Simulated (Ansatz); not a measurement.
Density of states of ZrO2

```cif
data_structure
_symmetry_space_group_name_H-M 'P4_2/nmc:1'
_symmetry_Int_Tables_number 137
_cell_length_a 3.5961
_cell_length_b 3.5961
_cell_length_c 5.1770
_cell_angle_alpha 90.000
_cell_angle_beta 90.000
_cell_angle_gamma 90.000
_cell_volume 66.95
loop_
_atom_site_label
_atom_site_type_symbol
_atom_site_symmetry_multiplicity
_atom_site_Wyckoff_symbol
_atom_site_fract_x
_atom_site_fract_y
_atom_site_fract_z
_atom_site_occupancy
Zr1 Zr 2 a 0.00000 0.00000 0.00000 1
O1 O 4 d 0.00000 0.50000 0.20300 1
```

The runs use the primitive cell with vectors (3.596, 0.000, 0.000), (0.000, 3.596, 0.000), (0.000, 0.000, 5.177) Å, to which the k mesh refers.

The geometry is COD entry 2300612, unchecked; take it as a test cell.

Theory: DFT, PBE, all-electron LAPW, scalar-relativistic in Ansatz 0.2.0.

The runs use a Γ-centred 6×6×4 k mesh, Fermi–Dirac smearing of 0.01 eV, basis error target 0.5 meV/atom, no spin polarisation.

States per eV and cell, averaged over 0.4 eV, from -5.4 to 6.8 eV, with energies (bin centres) from the valence-band top; empty bins are left out. The partial columns, the largest 5 alone, are projections on Löwdin-orthogonalised atomic shells (those that the program's projection atoms carry: the occupied ones and, for some elements, an empty d or f shell; other empty shells have no column), summed over atoms of an element. Weights on diffuse s and p shells depend on that basis and aren't pure angular character.

| E (eV) | total | O 2p | Zr 4d | O 2s | Zr 5s | Zr 4p |
| --- | --- | --- | --- | --- | --- | --- |
| -5.3 | 0.01 | 0.01 | 0.00 | 0.00 | 0.00 | 0.00 |
| -4.9 | 0.68 | 0.45 | 0.18 | 0.00 | 0.03 | 0.00 |
| -4.5 | 3.00 | 2.05 | 0.82 | 0.01 | 0.08 | 0.03 |
| -4.1 | 7.68 | 5.30 | 2.15 | 0.02 | 0.09 | 0.09 |
| -3.7 | 4.94 | 3.60 | 1.15 | 0.03 | 0.10 | 0.04 |
| -3.3 | 4.02 | 3.11 | 0.71 | 0.03 | 0.09 | 0.05 |
| -2.9 | 5.42 | 4.37 | 0.75 | 0.07 | 0.11 | 0.06 |
| -2.5 | 4.07 | 3.37 | 0.46 | 0.05 | 0.09 | 0.05 |
| -2.1 | 2.24 | 1.83 | 0.29 | 0.05 | 0.03 | 0.02 |
| -1.7 | 5.51 | 4.68 | 0.58 | 0.06 | 0.06 | 0.06 |
| -1.3 | 5.73 | 4.94 | 0.59 | 0.06 | 0.03 | 0.06 |
| -0.9 | 6.45 | 5.62 | 0.62 | 0.05 | 0.04 | 0.05 |
| -0.5 | 7.21 | 6.61 | 0.41 | 0.04 | 0.03 | 0.04 |
| -0.1 | 3.05 | 2.89 | 0.10 | 0.01 | 0.01 | 0.01 |
| 4.3 | 0.36 | 0.02 | 0.33 | 0.00 | 0.00 | 0.00 |
| 4.7 | 7.70 | 0.68 | 6.80 | 0.07 | 0.05 | 0.00 |
| 5.1 | 11.03 | 1.48 | 9.28 | 0.06 | 0.09 | 0.01 |
| 5.5 | 0.91 | 0.18 | 0.71 | 0.00 | 0.01 | 0.00 |
| 6.3 | 0.21 | 0.01 | 0.16 | 0.03 | 0.00 | 0.00 |
| 6.7 | 5.62 | 0.39 | 4.12 | 0.72 | 0.06 | 0.01 |

Which of the resolved shells contributes most in the top eV of the valence band?

O 2p, with 90 % of all states there; Zr 4d follows with 7 %.

Where is the centre of the filled Zr 4d states between -12 eV and the top of the filled states?

-2.99 eV from the valence-band top.
